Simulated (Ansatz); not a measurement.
**A strain series on KCl (rocksalt): uniaxial along z, other directions held**

KCl (rocksalt), relaxed with r2SCAN in Ansatz 0.2.0, then strained (uniaxial along z, other directions held; changes of length per length, axes as in the cell below) with the atoms relaxed again within the symmetry that is left. It is cubic, Fm-3m (No. 225); conventional cell a = 6.290 Å, 31.10 Å³ an atom. Around K lie 6 Cl at 3.14 Å; around Cl lie 6 K at 3.14 Å. The values are computed, spin-unpolarised, and not measurements.

```
CELL_PARAMETERS angstrom
0.00000 3.14485 3.14485
3.14485 0.00000 3.14485
3.14485 3.14485 0.00000
ATOMIC_POSITIONS crystal
K 0.00000 0.00000 0.00000
Cl 0.50000 0.50000 0.50000
```

Gaps are the least over each mesh (PBE 8×8×8, r2SCAN 8×8×8, HSE06 6×6×6 when unstrained) and the special points, which keep their unstrained names; stress is the change from the unstrained cell, compression positive.

```
strain (%)  gap, PBE (eV)  gap, r2SCAN (eV)  gap, HSE06 (eV)  edges, HSE06  stress along the strain, r2SCAN (GPa)  energy rise, r2SCAN (meV/atom)
      -2.5          5.267             5.903            6.585             Γ                                  +1.38                             3.3
       0.0          5.194             5.831            6.505             Γ                                   0.00                             0.0
     +0.37          5.181             5.817            6.491             Γ                                  -0.17                             0.0
     +4.11          5.047             5.679            6.349             Γ                                  -1.42                             6.0
      +5.0          5.017             5.647            6.317             Γ                                  -1.63                             8.6
```

**Question.** Estimate the row for a strain of +4.52 %.

**Answer.**
```
strain (%)  gap, PBE (eV)  gap, r2SCAN (eV)  gap, HSE06 (eV)  edges, HSE06  stress along the strain, r2SCAN (GPa)  energy rise, r2SCAN (meV/atom)
     +4.52          5.033             5.664            6.334             Γ                                  -1.52                             7.2
```

Between zero and the nearest strains the slope of the HSE06 gap against strain is -0.032 eV per percent for negative and -0.039 for positive strain.

The meshes of the hybrids are coarse, so their gaps aren't converged to the digits shown.
